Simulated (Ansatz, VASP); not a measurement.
**MgI2 in VASP and in Ansatz**

```
CELL_PARAMETERS angstrom
4.25465 0.00000 0.00000
-2.12732 3.68463 0.00000
0.00000 0.00000 6.89786
ATOMIC_POSITIONS crystal
Mg 0.00000 0.00000 0.00000
I 0.33333 0.66667 0.76468
I 0.66667 0.33333 0.23532
```

Change from the starting cell: biaxial strain in the a-b plane, c and atoms relaxed: +3.0 %.

Alike in both runs: functional PBEsol; k mesh 6 × 6 × 4; occupations gaussian, width 0.02 eV; no spin polarisation.

Ansatz relaxed the structure, and its values are those at the end. VASP's run is a single point on that final structure, the one shown.

```csv
,VASP,Ansatz
version,VASP 6.6.1,Ansatz 0.2.0
potentials or method,"VASP PAW PBE potentials, release 64 (Mg, I)","scalar-relativistic, plane waves, PAW"
plane-wave cutoff (eV),520,420
valence electrons in the cell,16,44
```

|  | VASP | Ansatz | Ansatz less VASP |
| --- | --- | --- | --- |
| gap on the k mesh at the Fermi level (eV) | 3.31 | 3.32 | +0.010 |
| least direct gap on the mesh (eV) | 3.31 | 3.32 | +0.010 |
| pressure (GPa) | -1.0 | -1.0 | +0.02 |

With one functional, cell and mesh, what is left measures potentials, basis and numerics. The two sets of potentials don't hold the same shells in valence.

Caveats: the PAW data sets were made with another functional, which shifts forces and pressure a little (VASP); spin-orbit coupling is left out, which moves the levels of the heavy elements; this functional lacks dispersion, which binds the layers, so the pressure and a relaxed spacing across them are unreliable. A k mesh can miss the band edges.
